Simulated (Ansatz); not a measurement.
## In: pressure and energy change per atom against volume scale

Results calculated with Ansatz 0.2.0, not measured. Plane-wave DFT, scalar-relativistic PAW made under PBE with cores redone for the functional, no dispersion; the given relaxed cell is scaled uniformly, energy at zero smearing counts from the unscaled cell, pressure at the given Fermi-Dirac smearing is positive in compression.

The cell before it is scaled or strained (space group P6/mmm, No. 191):
```
cell vectors (Å)
   5.4413     0.0000     0.0000
  -2.7206     4.7123     0.0000
   0.0000     0.0000     3.3787
atoms (fractions of the cell vectors)
In  0.00000  0.00000  0.00000
In  0.33333  0.66667  0.50000
In  0.66667  0.33333  0.50000
```

Settings of every row: spin polarised no; functional revPBE; wave cutoff 420 eV; smearing width 0.1 eV; k mesh 8x8x11.

Atom starting moment: 0 on all atoms.

Limits: the cell comes from a prototype or a list of computed structures and needn't be the stable phase.

| row | volume scale | V (Å³/atom) | pressure (GPa) | energy change per atom (meV) |
| --- | --- | --- | --- | --- |
| 1 | 0.88 | 25.412 | 5.45 | 52.06 |
| 2 | 0.92 | 26.568 | ? | ? |
| 3 | 0.96 | 27.723 | 1.46 | 5.24 |
| 4 | 1.04 | 30.033 | -0.92 | 3.21 |
| 5 | 1.08 | 31.188 | -1.74 | 13.11 |
| 6 | 1.12 | 32.343 | -2.38 | 28.28 |

Question: what pressure and energy change per atom should row 2 give?

Worked fit of pressure. Take u = (V_r/V)^(2/3) − 1 with V_r = 30.033 Å³ an atom, which is twice the finite (Eulerian) strain; such expansions in the strain, on which the Birch-Murnaghan equation of state is built, carry the rest volume and the bulk modulus. The shown rows have u = 0.11782, 0.05481, 0, -0.02484, -0.0482. Least squares give pressure = −0.951 + 36.396 × u + 151.37 × u² GPa; a straight line predicts inner rows, each left out in turn, worse (root mean square 0.52 against 0.064 GPa). The rows lie off it by 0.01, -0.04, 0.03, 0.02, -0.03. The pressure vanishes at u = 0.0238, or V = 28.99 Å³ an atom, and there the bulk modulus at fixed shape and fractions is B = −V dP/dV = (2/3)(1 + u) dP/du = 29.8 GPa. Letting shape and atoms relax would as a rule lower it, by much in layered, chain or molecular crystals. The withheld row has u = 0.08516, so the fit gives −0.951 + 36.396 × (0.08516) + 151.37 × (0.08516)² = 3.25 GPa.

The calculation gave 3.2 GPa. The fit lies 0.05 GPa (1.6 % of the value, 0.64 % of the column's range) above it; its largest miss of a shown row is 0.04 GPa.

Worked fit of energy change per atom. Take u = (V_r/V)^(2/3) − 1 with V_r = 30.033 Å³ an atom, which is twice the finite (Eulerian) strain; such expansions in the strain, on which the Birch-Murnaghan equation of state is built, carry the rest volume and the bulk modulus. The shown rows have u = 0.11782, 0.05481, 0, -0.02484, -0.0482. Least squares give energy change per atom = 2.779 − 260.04 × u + 5745.19 × u² meV; a straight line predicts inner rows, each left out in turn, worse (root mean square 19 against 0.91 meV). The rows lie off it by 0.17, -0.55, 0.43, 0.33, -0.38 (root mean square 0.39 meV). The withheld row has u = 0.08516, so the fit gives 2.779 − 260.04 × (0.08516) + 5745.19 × (0.08516)² = 22.30 meV.

The calculation gave 21.53 meV. The fit lies 0.77 meV (3.6 % of the value, 1.6 % of the column's range) above it; its largest miss of a shown row is 0.55 meV.
